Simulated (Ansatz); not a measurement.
## Hf2Si in Ansatz: convergence with k mesh

Input of the first run (k mesh 2 × 2 × 2); the others differ in this setting and in those tied to it:

input.yaml

```yaml
crystal:
  lattice:
    - [-3.275352224, 3.275352224, 2.582823393]
    - [3.275352224, -3.275352224, 2.582823393]
    - [3.275352224, 3.275352224, -2.582823393]
  atoms:
    - { symbol: Hf, position: [0.15648638, 0.65648638, 0.81297276] }
    - { symbol: Hf, position: [0.65648638, 0.84351362, 0.5] }
    - { symbol: Hf, position: [0.84351362, 0.34351362, 0.18702724] }
    - { symbol: Hf, position: [0.34351362, 0.15648638, 0.5] }
    - { symbol: Si, position: [0.75, 0.75, 0.0] }
    - { symbol: Si, position: [0.25, 0.25, 0.0] }
hamiltonian:
  xc: r2scan
  pseudopotentials: { kind: paw }
kpoints:
  mp_grid: { grid: [2, 2, 2] }
scf:
  occupations: { method: gaussian, width: 0.05 }
output:
  forces: true
  stress: true
  eigenvalues: true
```

Potentials or basis: Ansatz PAW.

Launch:

```console
$ ansatz run input.yaml --threads 2 --pin off --max-ram 5632MiB --backend cpu --events-out ev --progress --plain --runs-dir out
```

The cell comes from a database or a generator and needn't be the stable form of this composition.

Hardware: 2 threads of Arm Neoverse V2 (shared host).

**Question.** The values tried are 2 × 2 × 2, 3 × 3 × 3, 4 × 4 × 4, 5 × 5 × 5, 6 × 6 × 6, 8 × 8 × 8, 9 × 9 × 9, 11 × 11 × 11, loosest first. From which on does the energy stay within 1 meV/atom of the tightest run that finished?

**Answer.** From 8 × 8 × 8 on.

```
      k mesh  energy less the tightest run, at zero smearing (meV/atom)  pressure (GPa)  largest force (eV/Å)  SCF cycles  CPU time (s)  peak memory (GiB)
   2 × 2 × 2                                                      70.59            0.21                 0.088           7           5.5               0.63
   3 × 3 × 3                                                       5.74            1.15                 0.072           7           7.3               0.66
   4 × 4 × 4                                                      -3.31            0.37                 0.062           8            13                0.7
   5 × 5 × 5                                                       3.77            0.37                 0.050           8            18               0.73
   6 × 6 × 6                                                      -2.55            0.51                 0.010           8            27               0.77
   8 × 8 × 8                                                      -0.34            0.47                 0.010           8            51               0.89
   9 × 9 × 9                                                       0.17            0.46                 0.026           8            63               0.96
11 × 11 × 11                                                       0.00            0.46                 0.031           8           100                1.2
```

Against the tightest run, the pressure stays within 0.1 GPa from 4 × 4 × 4 on; the largest force stays within 0.005 eV/Å from 9 × 9 × 9 on. Meshes of other sizes hit other points, so gaps and Fermi surfaces needn't settle smoothly. The tightest run that finished is the yardstick and may itself not be fully converged.

Caveat, for the tightest run too: the PAW data sets come from PBE, with cores solved anew for the run's functional, which leaves a small shift of forces and pressure. The run has no spin-orbit coupling, so splittings on Hf are missing.
